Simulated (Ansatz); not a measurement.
# Na2S: do energies and stresses tell the same story?

Method: Ansatz, DFT PBE, scalar-relativistic, plane waves, PAW.

Cutoff 420 eV; k points 8×8×8 on the computed 3-atom cell (Γ-centred); Gaussian smearing, width 0.02 eV; no spin polarisation.

Relaxed cell: Fm-3m, a = 6.568 Å, b = 6.568 Å, c = 6.568 Å, α = 90.00°, β = 90.00°, γ = 90.00°, 3 atoms in the primitive cell.

Energies at zero smearing and pressures from the stress tensor, at volumes with shape and atoms relaxed:
| V (Å³/atom) | E − E(first) (meV/atom) | P (GPa) |
| --- | --- | --- |
| 20.778 | 0.00 | 4.73 |
| 21.486 | -17.54 | 3.25 |
| 22.195 | -29.03 | 1.99 |
| 22.903 | -35.39 | 0.92 |
| 23.611 | -37.36 | 0.00 |
| 24.320 | -35.59 | -0.78 |
| 25.028 | -30.64 | -1.45 |
| 25.972 | -19.86 | -2.19 |

Question: Check P = −dE/dV between neighbouring volumes, and get the bulk modulus from the pressures alone.

Answer: With 1 eV/Å³ = 160.2 GPa:
```tsv
middle V (Å³/atom)	−ΔE/ΔV (GPa)	mean P (GPa)
21.132	3.967	3.987
21.840	2.600	2.617
22.549	1.437	1.451
23.257	0.446	0.458
23.966	-0.399	-0.389
24.674	-1.121	-1.112
25.500	-1.828	-1.816
```

The two differ by 0.02 GPa at most. The mean of two end pressures misses the average over a step by about ΔV² P″/12, up to 0.02 GPa here; with that taken off 0.00 GPa remains. Around V = 23.611 Å³/atom, the two neighbours give B = −V ΔP/ΔV = 23.611 × 1.69 / 1.417 = 28.2 GPa, against B0 = 28.1 GPa from the Birch–Murnaghan fit of the energies.

Cost: 9 runs of about 0.8 core-minutes in all, on Arm Neoverse V1 (shared hosts).